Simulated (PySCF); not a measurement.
Identify the unknown among the candidates.

All candidates are C4H6.

| technique | computed result |
| --- | --- |
| Couplings | largest of the computed one-bond spin–spin couplings (means over like bonds): 13C–13C +203.1, 13C–1H +137.2 (×6), 13C–13C +79.0 (×2) Hz [B3LYP/pcJ-1, spin–dipole term left out] |
| 13C NMR | chemical shifts (computed TMS as zero) by class: 82.6 (2 C), 3.1 (2 C) ppm [GIAO CAM-B3LYP/pcSseg-2] |
| Dipole | 0.00 D [CAM-B3LYP/pcSseg-2] |
| 1H NMR | chemical shifts (computed TMS as zero) by class: 1.76 (6 H) ppm [GIAO CAM-B3LYP/pcSseg-2] |
| XPS | C1s 290.0 (×2), C1s 291.4 (×2) eV [ΔSCF SCAN, pcX-2 on the ionised atom, pcseg-1 elsewhere, spin-free X2C] |
| Rotational structure | rotational constants A, B, C: 79.315, 3.358, 3.358 GHz [PBE0-D3(BJ)/def2-SVP] |

The electronic properties come from PySCF, for the isolated species, density fitting. Levels stand in brackets. Geometry: PBE0-D3(BJ)/def2-SVP; no solvent, vibrations or thermal averaging. NMR values are class means; diastereotopic atoms form classes of their own.

Problem. Which candidate is it?
A. `CC#CC`
B. `C1[C@H]2C[C@@H]12`
C. `C=C1CC1`

Solution. A. It is `CC#CC`. Numbering: `[CH3:1][C:2]#[C:3][CH3:4]`. Its formula, C4H6, gives 2 degrees of unsaturation: 0 rings and 2 π bonds in the structure found. 4 carbons fall into 2 classes; from least to most shielded: alkyne carbon [C2/C3] (82.6 ppm, 2 C), propargylic carbon [C1/C4] (3.1 ppm, 2 C). All hydrogens form one class (1.76 ppm): methyl hydrogen. The couplings run between: +203.1 Hz, alkyne carbon [C2] and alkyne carbon [C3]; +137.2 Hz, propargylic carbon [C1] and its hydrogen (with 5 like pairs); +79.0 Hz, propargylic carbon [C1] and alkyne carbon [C2] (with 1 like pair). The core levels belong to: C1s 290.0 eV, alkyne carbon [C2/C3]; C1s 291.4 eV, propargylic carbon [C1/C4]. The hole state at 290.0 eV has ⟨S²⟩ = 0.85 against 0.75, so that value is less sure. The vanishing dipole is forced by symmetry. The optimised geometry has point group D3h and is a prolate symmetric top.

The others, at the same levels:
- `C1[C@H]2C[C@@H]12` fails: its computed core binding energies are C1s 290.8 (×2), C1s 291.0 (×2) eV, rotational constant A is 17.436 GHz (against 79.315 GHz) and smallest rotational constant is 8.476 GHz (against 3.358 GHz).
- `C=C1CC1` fails: its computed core binding energies are C1s 290.2, C1s 290.6, C1s 290.8 (×2) eV, rotational constant A is 19.631 GHz (against 79.315 GHz) and smallest rotational constant is 5.462 GHz (against 3.358 GHz).
